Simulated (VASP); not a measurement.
# Mg: single point with LDA

The system is Mg.

```xyz
1
Lattice="0.0000 2.2443 2.2443 2.2443 0.0000 2.2443 2.2443 2.2443 0.0000" Properties=species:S:1:pos:R:3 pbc="T T T"
Mg    0.0000    0.0000    0.0000
```

This isn't the form of Mg at room conditions, which is hcp.

```json
{"Program": "VASP 6.6.1", "Task": "single point", "Functional": "LDA", "Potentials or basis": "VASP PAW LDA potentials, release 64 (Mg)", "Cutoff": "520 eV", "k mesh": "20 × 20 × 20", "Occupations": "gaussian, width 0.15 eV", "Spin": "no spin polarisation"}
```

The pressure is -1.6 GPa and the band gap on the k mesh is none (metal or under the smearing width).

Levels at points of the mesh, in eV from the Fermi level:
| k point | band 1 | band 2 | band 3 | band 4 |
| --- | --- | --- | --- | --- |
| (0.00, 0.00, 0.00) | -6.97 | 12.41 | 12.41 | 12.41 |
| (0.50, 0.00, 0.00) | -1.69 | -1.31 | 11.33 | 11.33 |
| (0.50, 0.50, 0.00) | -0.21 | 0.80 | 6.16 | 6.96 |

It took 7.4 s on 1 thread of Intel(R) Xeon(R) 6975P-C (Granite Rapids) (shared host), peak memory 0.15 GiB.
